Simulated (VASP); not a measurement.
Crystal: CdSe (Cadmoselite).

```
CELL_PARAMETERS angstrom
4.30000 0.00000 0.00000
-2.15000 3.72391 0.00000
0.00000 0.00000 7.02000
ATOMIC_POSITIONS crystal
Cd 0.66667 0.33333 0.50000
Cd 0.33333 0.66667 0.00000
Se 0.66667 0.33333 0.88500
Se 0.33333 0.66667 0.38500
```

Base run:

| Item | Value |
| --- | --- |
| Program | VASP 6.6.1 |
| Functional | PBE |
| Potentials or basis | VASP PAW PBE potentials, release 64 (Cd, Se) |
| Cutoff | 520 eV |
| k mesh | 7 × 7 × 4 |
| Occupations | fermi-dirac, width 0.05 eV |
| Spin | no spin polarisation |

Its results: band gap on the k mesh 0.70 eV, direct; pressure 3.3 GPa; largest force 0.291 eV/Å.

Q: The run is repeated on the same cell with these changes: functional from PBE to PBEsol. What comes out?

A: Band gap on the k mesh 0.58 eV, direct; pressure 0.5 GPa; largest force 0.275 eV/Å.

PBEsol binds more tightly than PBE, so the same cell stands under less pressure.

Caveats: an odd mesh through Γ misses points on the zone boundary, where band edges often lie; the PAW data sets were made with another functional, which shifts forces and pressure a little (some runs).

Not every run made on this cell is shown here.
